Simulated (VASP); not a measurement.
# ZnSe in VASP: one cell, several levels of theory

ZnSe built on the zincblende prototype, under -2.0 % biaxial strain in x and y, free along z is computed at one geometry. Runs: PBE, r2SCAN. The results are then set beside those of Ansatz 0.2.0 for the same cell.

Code: VASP 6.6.1. PAW datasets, plane waves. The values are computed, spin-unpolarised, and not measurements.

## Step 1: The cell

The cell comes from an earlier relaxation with r2SCAN in another program, then strained, with the atoms relaxed again.

Space group I-4m2 (No. 119), tetragonal; conventional cell a = 3.926 Å, c = 5.796 Å, 22.33 Å³ an atom. Zn has 4 Se at 2.44 Å; Se has 4 Zn at 2.44 Å.

As a file:

```cif
data_structure
_symmetry_space_group_name_H-M 'P 1'
_symmetry_Int_Tables_number 1
_cell_length_a 4.0130
_cell_length_b 4.0130
_cell_length_c 3.9255
_cell_angle_alpha 60.718
_cell_angle_beta 60.718
_cell_angle_gamma 58.564
_cell_volume 44.66
loop_
_atom_site_label
_atom_site_type_symbol
_atom_site_fract_x
_atom_site_fract_y
_atom_site_fract_z
_atom_site_occupancy
Zn1 Zn 0.00000 0.00000 0.00000 1
Se1 Se 0.25000 0.25000 0.25000 1
```

## Step 2: Single point with PBE

Contents of INCAR:

```
ENCUT = 520.000000
SIGMA = 0.020000
EDIFF = 1.00e-07
GGA = PE
PREC = Accurate
IBRION = -1
ISIF = 2
ISMEAR = -1
NBANDS = 16
NELM = 120
NSW = 0
LASPH = .TRUE.
LCHARG = .TRUE.
LELF = .TRUE.
LWAVE = .FALSE.
LREAL = .FALSE.
```

Contents of KPOINTS:

```
KPOINTS created by Atomic Simulation Environment
0
Gamma
8 8 8
0 0 0
```

Contents of KPOINTS_OPT:

```
special points
6
Reciprocal
0.0000000000 0.0000000000 0.0000000000 1
-0.5000000000 -0.5000000000 0.0000000000 1
-0.3750000000 -0.3750000000 0.2500000000 1
-0.3750000000 0.0000000000 0.3750000000 1
0.0000000000 0.0000000000 0.5000000000 1
-0.5000000000 -0.2500000000 0.2500000000 1
```

Contents of POSCAR:

```
Zn Se
 1.0000000000000000
     0.0000000000000000    2.7757722707000001    2.8980852750000001
     2.7757722707000001    0.0000000000000000    2.8980852750000001
     2.7757722707000001    2.7757722707000001    0.0000000000000000
 Zn  Se
   1   1
Cartesian
  0.0000000000000000  0.0000000000000000  0.0000000000000000
  1.3878861353500000  1.3878861353500000  1.4490426374999998
```

Potentials: the recommended PBE PAW datasets, 18 valence electrons in the neutral cell.

Command:

```sh
mpirun -np 1 vasp_std
```

Standard output, without the iteration lines:

```text
POSCAR found type information on POSCAR ZnSe
 POSCAR found :  2 types and       2 ions
 LDA part: xc-table for (Slater+PW92), standard interpolation
 POSCAR, INCAR and KPOINTS ok, starting setup
 FFT: planning ... GRIDC
 FFT: planning ... GRID_SOFT
 FFT: planning ... GRID
 WAVECAR not read
 entering main loop
 Start KPOINTS_OPT (optional k-point list driver)
k-point batch [1-6\6]
```

OSZICAR:

```text
N       E                     dE             d eps       ncg     rms          rms(c)
DAV:   1     0.868767274349E+02    0.86877E+02   -0.88107E+03  1896   0.129E+03
DAV:   2    -0.882230687913E+00   -0.87759E+02   -0.82572E+02  2168   0.253E+02
DAV:   3    -0.624576176040E+01   -0.53635E+01   -0.53445E+01  2296   0.613E+01
DAV:   4    -0.628720690409E+01   -0.41445E-01   -0.41442E-01  2352   0.580E+00
DAV:   5    -0.628739845513E+01   -0.19155E-03   -0.19155E-03  2368   0.353E-01    0.491E+00
DAV:   6    -0.601765621715E+01    0.26974E+00   -0.53383E-01  2800   0.242E+01    0.374E+00
DAV:   7    -0.599803898447E+01    0.19617E-01   -0.15798E-01  2208   0.356E+00    0.159E+00
DAV:   8    -0.599777824311E+01    0.26074E-03   -0.44905E-03  2568   0.708E-01    0.460E-01
DAV:   9    -0.599798912173E+01   -0.21088E-03   -0.11185E-03  2248   0.256E-01    0.657E-02
DAV:  10    -0.599809741258E+01   -0.10829E-03   -0.20908E-04  2408   0.108E-01    0.239E-02
DAV:  11    -0.599808720366E+01    0.10209E-04   -0.40020E-05  2184   0.537E-02    0.488E-03
DAV:  12    -0.599808818763E+01   -0.98397E-06   -0.53260E-06  2496   0.136E-02    0.256E-03
DAV:  13    -0.599808845431E+01   -0.26669E-06   -0.46258E-07  2336   0.493E-03    0.115E-03
DAV:  14    -0.599808843021E+01    0.24104E-07   -0.28786E-08  2016   0.205E-03
   1 F= -.59980884E+01 E0= -.59980884E+01  d E =-.674829E-12
       N       E                     dE             ncg
DAV:   1     0.157643280622E+04   -0.34435E+04      192
DAV:   2     0.106259001059E+04   -0.51384E+03      200
DAV:   3     0.102883024477E+04   -0.33760E+02      256
DAV:   4     0.102857084326E+04   -0.25940E+00      224
DAV:   5     0.102856970204E+04   -0.11412E-02      272
DAV:   6     0.102856969324E+04   -0.88042E-05      232
DAV:   7     0.102856969315E+04   -0.90568E-07      256
```

The lines after F= are the extra pass for the points of KPOINTS_OPT, at fixed density; their E is not a total energy.

Parts of OUTCAR:

```text
k-points           NKPTS =     59   k-points in BZ     NKDIM =     59   number of bands    NBANDS=     16

   NELECT =      18.0000    total number of electrons

   dimension x,y,z NGX =    30 NGY =   30 NGZ =   30
   dimension x,y,z NGXF=    60 NGYF=   60 NGZF=   60

  energy-cutoff  :      520.00
  volume of cell :       44.66
      direct lattice vectors                 reciprocal lattice vectors
     0.000000000  2.775772271  2.898085275    -0.180130051  0.180130051  0.172527705
     2.775772271  0.000000000  2.898085275     0.180130051 -0.180130051  0.172527705
     2.775772271  2.775772271  0.000000000     0.180130051  0.180130051 -0.172527705

 k-points in reciprocal lattice and weights: KPOINTS created by Atomic Simulation Env
   0.00000000  0.00000000  0.00000000       0.002
   0.12500000  0.00000000  0.00000000       0.016
   0.25000000  0.00000000  0.00000000       0.016
   0.37500000  0.00000000  0.00000000       0.016
   0.50000000  0.00000000  0.00000000       0.008
   0.12500000  0.12500000  0.00000000       0.004
   0.25000000  0.12500000  0.00000000       0.016
   0.37500000  0.12500000  0.00000000       0.016
[... 51 more k-points ...]

 E-fermi :   2.2820

 k-point     1 :       0.0000    0.0000    0.0000
  band No.  band energies     occupation
      1     -11.6018      2.00000
      2      -4.8516      2.00000
      3      -4.8306      2.00000
      4      -4.8306      2.00000
      5      -4.4569      2.00000
      6      -4.4486      2.00000
      7       1.6586      2.00000
      8       1.8336      2.00000
      9       1.8336      2.00000
     10       3.1355      0.00000
     11       7.5784      0.00000
     12       7.5784      0.00000
     13       7.5933      0.00000
     14      11.7704      0.00000
     15      12.8437      0.00000
     16      13.6765      0.00000

 k-point     2 :       0.1250    0.0000    0.0000
  band No.  band energies     occupation
      1     -11.4972      2.00000
      2      -4.8403      2.00000
      3      -4.8206      2.00000
      4      -4.8135      2.00000
      5      -4.4572      2.00000
      6      -4.4511      2.00000
      7       0.4417      2.00000
      8       1.5499      2.00000
      9       1.6898      2.00000
     10       4.1188      0.00000
     11       7.5000      0.00000
     12       7.8497      0.00000
     13       7.8672      0.00000
     14      12.1162      0.00000
     15      12.6887      0.00000
     16      12.7681      0.00000

 k-point     3 :       0.2500    0.0000    0.0000
  band No.  band energies     occupation
      1     -11.2251      2.00000
      2      -4.8004      2.00000
      3      -4.7754      2.00000
      4      -4.7740      2.00000
      5      -4.4527      2.00000
      6      -4.4519      2.00000
      7      -1.3187      2.00000
      8       1.1858      2.00000
      9       1.3831      2.00000
     10       4.5652      0.00000
     11       8.0483      0.00000
     12       8.3010      0.00000
     13       8.4964      0.00000
     14      12.0378      0.00000
     15      12.3565      0.00000
     16      12.6734      0.00000

 k-point     4 :       0.3750    0.0000    0.0000
  band No.  band energies     occupation
      1     -10.9184      2.00000
      2      -4.7694      2.00000
      3      -4.7440      2.00000
      4      -4.5836      2.00000
      5      -4.4457      2.00000
      6      -4.4350      2.00000
      7      -2.7944      2.00000
      8       0.8710      2.00000
      9       1.1167      2.00000
     10       4.4200      0.00000
     11       8.0871      0.00000
     12       8.3854      0.00000
     13       9.8945      0.00000
     14      12.2375      0.00000
     15      13.3196      0.00000
     16      13.5166      0.00000

 k-point     5 :       0.5000    0.0000    0.0000
  band No.  band energies     occupation
      1     -10.7784      2.00000
      2      -4.7609      2.00000
      3      -4.7337      2.00000
      4      -4.4395      2.00000
      5      -4.4297      2.00000
      6      -4.2880      2.00000
      7      -3.5667      2.00000
      8       0.7506      2.00000
      9       1.0150      2.00000
     10       4.3281      0.00000
     11       8.0155      0.00000
     12       8.3321      0.00000
     13      10.4180      0.00000
     14      12.8170      0.00000
     15      14.7895      0.00000
     16      15.0868      0.00000

 k-point     6 :       0.1250    0.1250    0.0000
  band No.  band energies     occupation
      1     -11.4694      2.00000
      2      -4.8598      2.00000
      3      -4.7989      2.00000
      4      -4.7989      2.00000
      5      -4.4697      2.00000
      6      -4.4423      2.00000
      7       0.3542      2.00000
      8       1.4139      2.00000
      9       1.4139      2.00000
     10       4.5296      0.00000
     11       6.9053      0.00000
     12       8.2666      0.00000
     13       8.2666      0.00000
     14      10.8576      0.00000
     15      12.9767      0.00000
     16      13.8816      0.00000

 k-point     7 :       0.2500    0.1250    0.0000
  band No.  band energies     occupation
      1     -11.2578      2.00000
      2      -4.8417      2.00000
      3      -4.7594      2.00000
      4      -4.7593      2.00000
      5      -4.4753      2.00000
      6      -4.4380      2.00000
      7      -0.9039      2.00000
      8       0.9821      2.00000
      9       1.0443      2.00000
     10       5.2714      0.00000
     11       6.8946      0.00000
     12       8.5911      0.00000
     13       8.9036      0.00000
     14      10.7257      0.00000
     15      13.5556      0.00000
     16      13.9739      0.00000

 k-point     8 :       0.3750    0.1250    0.0000
  band No.  band energies     occupation
      1     -10.9587      2.00000
      2      -4.7822      2.00000
      3      -4.7234      2.00000
      4      -4.6552      2.00000
      5      -4.4563      2.00000
      6      -4.4342      2.00000
      7      -2.3160      2.00000
      8       0.4502      2.00000
      9       0.7980      2.00000
     10       5.3045      0.00000
     11       7.4802      0.00000
     12       9.0501      0.00000
     13       9.0930      0.00000
     14      12.0872      0.00000
     15      13.5601      0.00000
     16      14.0836      0.00000

 k-point     9 :       0.5000    0.1250    0.0000
  band No.  band energies     occupation
      1     -10.7491      2.00000
      2      -4.7584      2.00000
      3      -4.7104      2.00000
      4      -4.4681      2.00000
      5      -4.4369      2.00000
      6      -4.3221      2.00000
      7      -3.3318      2.00000
      8       0.0547      2.00000
      9       0.7819      2.00000
     10       5.2018      0.00000
     11       7.5487      0.00000
     12       8.8747      0.00000
     13      10.3774      0.00000
     14      12.8954      0.00000
     15      14.1996      0.00000
     16      14.8600      0.00000

 k-point    10 :      -0.3750    0.1250    0.0000
  band No.  band energies     occupation
      1     -10.7867      2.00000
      2      -4.7564      2.00000
      3      -4.7209      2.00000
      4      -4.5091      2.00000
      5      -4.4528      2.00000
      6      -4.3652      2.00000
      7      -3.0903      2.00000
      8      -0.0632      2.00000
      9       0.9982      2.00000
     10       5.2213      0.00000
     11       7.7865      0.00000
     12       8.6740      0.00000
     13       9.9618      0.00000
     14      12.9352      0.00000
     15      13.0214      0.00000
     16      15.1682      0.00000

 k-point    11 :      -0.2500    0.1250    0.0000
  band No.  band energies     occupation
      1     -11.0406      2.00000
      2      -4.7777      2.00000
      3      -4.7529      2.00000
      4      -4.7199      2.00000
      5      -4.4661      2.00000
      6      -4.4219      2.00000
      7      -1.8818      2.00000
      8       0.1592      2.00000
      9       1.3524      2.00000
     10       5.3104      0.00000
     11       7.8523      0.00000
     12       8.4576      0.00000
     13       8.7366      0.00000
     14      11.6399      0.00000
     15      13.1423      0.00000
     16      14.1888      0.00000

 k-point    12 :      -0.1250    0.1250    0.0000
  band No.  band energies     occupation
      1     -11.3302      2.00000
      2      -4.8266      2.00000
      3      -4.7930      2.00000
      4      -4.7916      2.00000
      5      -4.4628      2.00000
      6      -4.4434      2.00000
      7      -0.4901      2.00000
      8       0.7676      2.00000
      9       1.6572      2.00000
     10       4.9283      0.00000
     11       7.1923      0.00000
     12       8.0203      0.00000
     13       8.6508      0.00000
     14      11.6930      0.00000
     15      12.5806      0.00000
     16      13.7173      0.00000

[... the tables of k-points 13 to 59 left out ...]

  Total        1.1544826      1.1544826      0.7207776      0.0000000      0.0000000     -0.0000000
  in kB       41.4180044     41.4180044     25.8584823      0.0000000      0.0000000     -0.0000000
  external PRESSURE =      36.2314971 kB  Pullay stress =       0.0000000 kB

 POSITION                                       TOTAL-FORCE (eV/Angst)
 -----------------------------------------------------------------------------------
      0.00000      0.00000      0.00000        -0.000000     -0.000000      0.000000
      1.38789      1.38789      1.44904         0.000000      0.000000     -0.000000
 -----------------------------------------------------------------------------------
    total drift:                               -0.000000     -0.000000     -0.000001

  FREE ENERGIE OF THE ION-ELECTRON SYSTEM (eV)
  ---------------------------------------------------
  free  energy   TOTEN  =        -5.9980884302 eV

  energy  without entropy=       -5.9980884302  energy(sigma->0) =       -5.99808843
```

Hardware: 1 MPI rank of Intel Xeon Platinum 8488C, shared host.

The levels at the points of KPOINTS_OPT are read from vasprun.xml.

Levels at the named points, in eV from the top of band v (v: the last filled band by count, c: the next):

| point | v−1 | v | c | c+1 |
| --- | --- | --- | --- | --- |
| Γ | 0.00 | 0.00 | 1.30 | 5.74 |
| X | -2.15 | -2.15 | 3.03 | 3.67 |
| U | -3.24 | -1.74 | 3.72 | 5.82 |
| K | -3.23 | -1.98 | 3.41 | 5.46 |
| L | -1.08 | -0.82 | 2.49 | 6.18 |
| W | -2.87 | -2.81 | 5.51 | 5.68 |

Gap with PBE: 1.30 eV, direct (Γ). The pressure is 3.62 GPa; the forces vanish within 0.01 eV/Å.

Axes a, b and c in the maps are those of this run's conventional cell (a, b, c = 3.926, 3.926, 5.796 Å).

Density in a lattice plane of the grid's cell (edges 3.93 and 5.80 Å, at 0.000 of the third edge), which holds Zn and Se.

Ten even steps from ' ' (-0.25 e/Å³) to '@' (19.66 e/Å³):
```
**++::                      ::++
::..                          ..
                                
                                
                                
                                
                                
                                
                                
                                
                                
                                
                                
                                
                                
                                
                                
::..                          ..
**++::                      ::++
@@##--                      --##
```
Columns run along the first of these edges and rows up along the second, over one cell in 16 and 20 even steps from the bottom left corner. Atoms in the plane (fractional): Zn at (0.00, 0.00), Se at (0.50, 0.25).

ELF in the same plane.

Ten even steps from '0' (0.01) to '9' (0.88):
```
0002212222212200
0122111000111221
2221110000011122
1111100000001111
1111000000000111
0000000000000000
0000000000000000
0000000000000000
0000001222100000
0000124555421000
0002467888764200
0014689999986410
0036899989998630
0147998767899741
1248998646899842
1247999767999742
2224899989998422
0122589999985221
0002257888752200
0001224555422100
```
Columns run along the first of these edges and rows up along the second, over one cell in 16 and 20 even steps from the bottom left corner. Atoms in the plane (fractional): Zn at (0.00, 0.00), Se at (0.50, 0.25).

Both are smooth fields of the valence electrons: close to the nuclei they are not physical.

Maxima of ELF outside the ion cores: 0.89 on the Se–Zn line, 0.9 Å from Se; 0.88 in the shell around Se, 0.8 Å from Se.

[end of part 1 of 2]
